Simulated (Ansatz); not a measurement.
**MnAs: all-electron results**

```xyz
2
Lattice="0.0000 2.5830 2.5830 2.5830 0.0000 2.5830 2.5830 2.5830 0.0000" Properties=species:S:1:pos:R:3 pbc="T T T"
Mn    0.0000    0.0000    0.0000
As    2.5830    2.5830    2.5830
```

Atoms are numbered in the order listed.

The cell was built from the rocksalt type and relaxed in the same program, and has space group Fm-3m; it needn't be a known or the stable phase.

Other magnetic orders may lie lower; this is the state that the run reached.

Levels of theory: DFT, PBE, all-electron LAPW, scalar-relativistic (Ansatz 0.2.0); DFT, PBE, PAW with Ansatz's default frozen-core files, scalar-relativistic (Ansatz 0.2.0); DFT, PBE, all-electron PAW with datasets made for the crystal, scalar-relativistic (Ansatz 0.2.0).

For LAPW: a Γ-centred 12×12×12 k mesh, Fermi–Dirac smearing of 0.08 eV, basis error target 1 meV/atom, spin-polarised from start moments Mn1 4 μB. PAW takes a cutoff of 420 eV at this cell. The crystal-made all-electron datasets (AE datasets) take a cutoff of 320 eV at this cell. The Ansatz runs share mesh, smearing and spin set-up. Values come from LAPW unless marked.

```
Band gap                                                                                                               : none: bands cross the Fermi level, a metal
Moment of the cell                                                                                                     : 3.69 μB
Moments in the spheres                                                                                                 : Mn1 3.70, As2 -0.10 μB
Density of states at the Fermi level (0.2 eV bin)                                                                      : 0.94 states/eV per cell
Löwdin charges (with 0.12 e of the cell spilling out of the atomic basis, so their sizes and signs hang on that basis) : Mn1 0.84, As2 -0.72 e
Bader charges (from the PAW run)                                                                                       : Mn1 +0.80, As2 -0.80 e
Contact hyperfine fields (crystal-made datasets)                                                                       : Mn1 18.9, As2 37.0 T, core polarisation included, positive along the moment of the spin-up electrons
Volume per atom                                                                                                        : 17.23 Å³
Pressure at this cell                                                                                                  : 0.02 GPa
```
